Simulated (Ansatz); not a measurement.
Ni, DFT, PBE, all-electron LAPW, scalar-relativistic (Ansatz 0.2.0), run on 1 thread of Arm Neoverse V2 on a shared host.

The geometry is COD entry 2100640, unchecked; take it as a test cell. The listed cell was then made from it by scaling, straining or moving an atom.

Command: `ansatz run input.yaml --threads 1 --pin off --max-ram 3072MiB --backend cpu --events-out ev --progress --plain --runs-dir out`

```yaml
crystal:
  lattice:
    - [0.0, 1.76795, 1.7149115]
    - [1.76795, 0.0, 1.7149115]
    - [1.76795, 1.76795, 0.0]
  atoms:
    - { symbol: Ni, position: [0.0, 0.0, 0.0], spin: 1.5 }
magnetization:
  spin_polarized: true
kpoints:
  mp_grid: { grid: [20, 20, 20] }
  band_path:
    path:
      - [0.0, 0.0, 0.0]
      - [0.0, 0.5, 0.5]
      - [0.25, 0.75, 0.5]
      - [0.0, 0.5, 0.0]
      - [0.0, 0.0, 0.0]
      - [0.5, 0.5, 0.0]
      - [0.3828515251, 0.6171484749, 0.0]
      - [-0.3828515251, 0.3828515251, 0.0]
      - [0.0, 0.0, 0.0]
    npoints: 5
scf:
  occupations: { method: fermi_dirac, width: 0.05 }
hamiltonian:
  xc: pbe
  pseudopotentials: { kind: all_electron, lapw: { basis_error: 0.00025 } }
output:
  forces: true
  stress: true
  eigenvalues: true
```

Task: How large is the problem that the program sets up?

Result: 641 irreducible k-points, 169 plane waves at Γ, 14 bands.

Task: About how long does it take, and how much memory does it use?

Result: 2.2 min of wall time for 9 SCF iterations, with a peak of 1.1 GiB. Times on shared machines scatter by tens of per cent.
